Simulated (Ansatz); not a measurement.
**SnSe: response to strain**

SnSe is deformed so: zz strain of +1 %. What stress and forces result, by LAPW, PAW and all-electron datasets made for the crystal?

Computed with Ansatz 0.2.0 (DFT PBEsol, scalar-relativistic, unless a step's input says otherwise).

## 1. The structure to begin with

The structure is cubic, space group Fm-3m (No. 225). Conventional cell: a = 6.020 Å, b = 6.020 Å, c = 6.020 Å, α = 90.00°, β = 90.00°, γ = 90.00°. Around Sn (site symmetry m-3m) lie 6 Se at 3.01 Å. Around Se (site symmetry m-3m) lie 6 Sn at 3.01 Å.

Structure file:

```
CELL_PARAMETERS angstrom
0.00000 3.01000 3.01000
3.01000 0.00000 3.01000
3.01000 3.01000 0.00000
ATOMIC_POSITIONS crystal
Sn 0.00000 0.00000 0.00000
Se 0.50000 0.50000 0.50000
```

Atoms are numbered in the order of the input: Sn1, Se2.

## 2. After the deformation

Space group Fm-3m before, I4/mmm after.

## 3. Full-potential LAPW

input.yaml reads:

```yaml
crystal:
  lattice:
    - [0.0, 3.01, 3.0401]
    - [3.01, 0.0, 3.0401]
    - [3.01, 3.01, 0.0]
  atoms:
    - { symbol: Sn, position: [0.0, 0.0, 0.0] }
    - { symbol: Se, position: [0.5, 0.5, 0.5] }
kpoints:
  mp_grid: { grid: [7, 7, 7] }
  band_path:
    path:
      - [0.0, 0.0, 0.0]
      - [0.0, 0.5, 0.5]
      - [0.25, 0.75, 0.5]
      - [0.0, 0.5, 0.0]
      - [0.0, 0.0, 0.0]
      - [0.5, 0.5, 0.0]
      - [0.3725370062, 0.6274629938, 0.0]
      - [-0.3725370062, 0.3725370062, 0.0]
      - [0.0, 0.0, 0.0]
    npoints: 5
scf:
  occupations: { method: fermi_dirac, width: 0.01 }
hamiltonian:
  xc: pbesol
  pseudopotentials: { kind: all_electron, lapw: { basis_error: 0.0005 } }
output:
  forces: true
  stress: true
  eigenvalues: true
```

Launch:

```sh
ansatz run input.yaml --threads 1 --pin off --max-ram 3072MiB --backend cpu --events-out ev --progress --plain --runs-dir out
```

Log (excerpt; [...] marks lines left out):

```text
LAPW: plane waves up to 7.370 Å⁻¹, error target 5.0e-4 eV per atom; small_component_spin mean_spin; Se in spheres of 1.437 Å, 24 of its electrons in bands, Dirac shells []; Sn in spheres of 1.573 Å, 22 of its electrons in bands, Dirac shells []
[...]
Pseudopotentials: kind: all_electron
Pseudopotential: Sn, LAPW, valence charge 22, Koelling and Harmon's equation, gaussian nucleus
Pseudopotential: Se, LAPW, valence charge 24, Koelling and Harmon's equation, gaussian nucleus
Functional definition: PBEsol
[...]
Crystal: 2 atoms, lattice volume = 55.087 Å³
Basis set: ecut = 206.93259186366595 eV, 339 PW (Γ), FFT grids on a1−a2, a2, a3, exchange–correlation at level 2
Bands: 28, of which v1, the nominal top of the filled ones, is band 23 counted from 1 (22 counted from 0)
Symmetry: 16 space group operations
Space group: I4/mmm (ITA 139), of the structure as read, at distance tolerance 3.8e-5 Å
k-points: 40 of 343
[...]
SCF iter   1: F=—  HF=-234096.870311 eV  |F-HF|=—  |Δ(HF+E_count)|=         —  Δρ=2.03e-2  dr2=5.20e-1  ethr=1.13e-3  ⟨swp⟩=2.1  Hψ=7053  notcnv=0
[...]
SCF iter   7: F=-234096.693912 eV  HF=-234096.693912 eV  |F-HF|=5.68e-9  |Δ(HF+E_count)|=   3.55e-7  Δρ=4.34e-6  dr2=1.70e-8  ethr=1.91e-10  ⟨swp⟩=2.8  Hψ=3376  notcnv=0
[...]
NSCF: frozen V_eff on 41 k-points
SCF converged after 7 iterations
Free energy (F): -234096.693912 eV
[...]
E sigma→0 (E₀):  -234096.693912 eV
Fermi energy:    10.756932 eV
[...]
--- Forces (eV/Å), atoms counted from 1 ---
  atom   1  Sn     0.00000000    -0.00000000    -0.00000000
  atom   2  Se    -0.00000000     0.00000000    -0.00000000
[...]
--- Stress (GPa, compression-positive) ---
       -1.991513       0.000000      -0.000000
        0.000000      -1.991513      -0.000000
       -0.000000      -0.000000      -3.046627
  P = ⅓ Tr σ = -2.3432 GPa (-23.432 kbar)
--- Band table (eV; the first three rows and the last of 40) ---
[...]
```

It took 14 s on 1 thread of Arm Neoverse V2, shared host; peak memory 0.33 GiB.

In short: pressure -2.34 GPa; gap 0.43 eV, indirect from N to P–N.

## 4. Frozen-core PAW

input.yaml reads:

```yaml
crystal:
  lattice:
    - [0.0, 3.01, 3.0401]
    - [3.01, 0.0, 3.0401]
    - [3.01, 3.01, 0.0]
  atoms:
    - { symbol: Sn, position: [0.0, 0.0, 0.0] }
    - { symbol: Se, position: [0.5, 0.5, 0.5] }
kpoints:
  mp_grid: { grid: [7, 7, 7] }
scf:
  occupations: { method: fermi_dirac, width: 0.01 }
hamiltonian:
  xc: pbesol
  pseudopotentials: { kind: paw }
output:
  forces: true
  stress: true
  eigenvalues: true
  efg: { contact_densities: true }
```

Launch:

```sh
ansatz run input.yaml --threads 1 --pin off --max-ram 3072MiB --backend cpu --events-out ev --progress --plain --runs-dir out
```

Log (excerpt; [...] marks lines left out):

```text
Sn: output.efg is read without spin–orbit coupling, which moves field gradients at and beside such atoms by some per cent and up to a factor of two; PAW files take it under magnetization.noncollinear and magnetization.spin_orbit
[...]
Pseudopotentials: kind: paw
Pseudopotential: Sn, paw, valence charge 14, recommended cutoff 420 eV (normal)
Pseudopotential: Se, paw, valence charge 16, recommended cutoff 420 eV (normal)
Functional definition: PBEsol
[...]
Crystal: 2 atoms, lattice volume = 55.087 Å³
Basis set: ecut = 420 eV, 1067 PW (Γ), exchange–correlation on 60×60×60 points (8 copies of the dense FFT grid, shifted against one another)
Bands: 19, of which v1, the nominal top of the filled ones, is band 15 counted from 1 (14 counted from 0)
Symmetry: 16 space group operations
Space group: I4/mmm (ITA 139), of the structure as read, at distance tolerance 3.8e-5 Å
k-points: 40 of 343
[...]
  atom   1  Sn     0.00000000     0.00000000    -0.00000000
  atom   2  Se    -0.00000000    -0.00000000    -0.00000000
[...]
--- Stress (GPa, compression-positive) ---
       -1.992192       0.000000      -0.000000
        0.000000      -1.992192      -0.000000
       -0.000000      -0.000000      -3.047354
  P = ⅓ Tr σ = -2.3439 GPa (-23.439 kbar)
--- PAW observables at the nuclei: V_zz in 10²¹ V/m², potentials from the cell's mean, atoms counted from 1 ---
  atom   1  Sn V_zz =    +1.363375   η = 0.0000   by run symmetry: allowed
            electrostatic potential = -8171.075923 V   contact ρ = 1234698.826195 e/Å³
  atom   2  Se V_zz =    +0.132007   η = 0.0000   by run symmetry: allowed
            electrostatic potential = -4711.070393 V   contact ρ = 262406.754275 e/Å³
--- Band table (eV; the first three rows and the last of 40) ---
  k-point 0: bands = ["-38.9132", "-38.9125", "-38.9115", "-38.9111", "-38.9111", "-12.7307", "-12.7303", "-12.7303", "-12.7278", "-12.7268", "-5.0264", "3.6442", "6.6022", "6.6022", "6.6973", "12.8831", "13.1138", "13.1138", "14.5592"]
[...]
```

Wall time 4.1 s (1 thread of Arm Neoverse V2, shared host); peak memory 0.4 GiB.

In short: pressure -2.34 GPa; gap on the k mesh 0.70 eV (an odd mesh misses the zone boundary); Vzz Sn1 1.36 (η = 0.00), Se2 0.13 (η = 0.00) (10²¹ V/m²).

## 5. All-electron PAW on datasets made for the crystal

Edit input.yaml of step 4 so:

```diff
@@ -14,3 +14,3 @@
   xc: pbesol
-  pseudopotentials: { kind: paw }
+  pseudopotentials: { kind: all_electron, datasets: crystal }
 output:
```

Launch:

```sh
ansatz run input.yaml --threads 1 --pin off --max-ram 3072MiB --backend cpu --events-out ev --progress --plain --runs-dir out
```

Log (excerpt; [...] marks lines left out):

```text
[...]
Sn: output.efg is read without spin–orbit coupling, which moves field gradients at and beside such atoms by some per cent and up to a factor of two; PAW files take it under magnetization.noncollinear and magnetization.spin_orbit
[...]
Pseudopotentials: kind: all_electron
Pseudopotential: Sn, paw, valence charge 14, recommended cutoff 240 eV (normal), Koelling and Harmon's equation, gaussian nucleus
Pseudopotential: Se, paw, valence charge 6, recommended cutoff 240 eV (normal), Koelling and Harmon's equation, gaussian nucleus
Functional definition: PBEsol
[...]
Crystal: 2 atoms, lattice volume = 55.087 Å³
Basis set: ecut = 240 eV, 459 PW (Γ), exchange–correlation on 48×48×48 points (8 copies of the dense FFT grid, shifted against one another)
Bands: 14, of which v1, the nominal top of the filled ones, is band 10 counted from 1 (9 counted from 0)
Symmetry: 16 space group operations
[...]
--- Forces (eV/Å), atoms counted from 1 ---
  atom   1  Sn     0.00000000     0.00000000     0.00000000
  atom   2  Se    -0.00000000    -0.00000000     0.00000000
[...]
--- Stress (GPa, compression-positive) ---
       -1.992570       0.000000      -0.000000
        0.000000      -1.992570      -0.000000
       -0.000000      -0.000000      -3.047792
  P = ⅓ Tr σ = -2.3443 GPa (-23.443 kbar)
--- PAW observables at the nuclei: V_zz in 10²¹ V/m², potentials from the cell's mean, atoms counted from 1 ---
  atom   1  Sn V_zz =    +1.401944   η = 0.0000   by run symmetry: allowed
            electrostatic potential = -8169.141495 V   contact ρ = 1234598.604444 e/Å³
  atom   2  Se V_zz =    +0.131448   η = 0.0000   by run symmetry: allowed
            electrostatic potential = -4709.432175 V   contact ρ = 262474.725499 e/Å³
--- Band table (eV; the first three rows and the last of 40) ---
  k-point 0: bands = ["-11.0195", "-11.0190", "-11.0190", "-11.0170", "-11.0163", "-3.3174", "5.3546", "8.3112", "8.3112", "8.4064", "14.5930", "14.8234"]
[...]
```

Wall time 4.2 s (1 thread of Arm Neoverse V2, shared host); peak memory 0.38 GiB.

In short: pressure -2.34 GPa; gap on the k mesh 0.70 eV (an odd mesh misses the zone boundary); Vzz Sn1 1.40 (η = 0.00), Se2 0.13 (η = 0.00) (10²¹ V/m²).

## 6. Side by side

Stress (GPa, compression positive):

```csv
method,xx,yy,zz,yz,xz,xy
LAPW,-1.99,-1.99,-3.05,0.00,0.00,0.00
PAW,-1.99,-1.99,-3.05,0.00,0.00,0.00
crystal datasets,-1.99,-1.99,-3.05,0.00,0.00,0.00
```

| method | pressure (GPa) | gap on the k mesh (eV) | Vzz Sn1 (10²¹ V/m²) | Vzz Se2 (10²¹ V/m²) | SCF cycles, all passes |
| --- | --- | --- | --- | --- | --- |
| LAPW | -2.34 | 0.70 | – | – | 7 |
| PAW | -2.34 | 0.70 | 1.36 | 0.13 | 6 |
| crystal datasets | -2.34 | 0.70 | 1.40 | 0.13 | 8 |

## 7. Summary of results

| quantity | value |
| --- | --- |
| pressure | LAPW -2.34, PAW -2.34, crystal datasets -2.34 GPa |
| largest shear or deviatoric stress (LAPW) | 0.70 GPa |

The largest part of the stress beyond the pressure is 0.70 GPa in size, in the zz component; the atoms are carried along and not relaxed. No run of the undeformed cell stands beside it, so the pressure holds what the given cell had before the change. PAW: stress within 0.01 GPa of LAPW. Crystal datasets: stress within 0.01 GPa of LAPW.
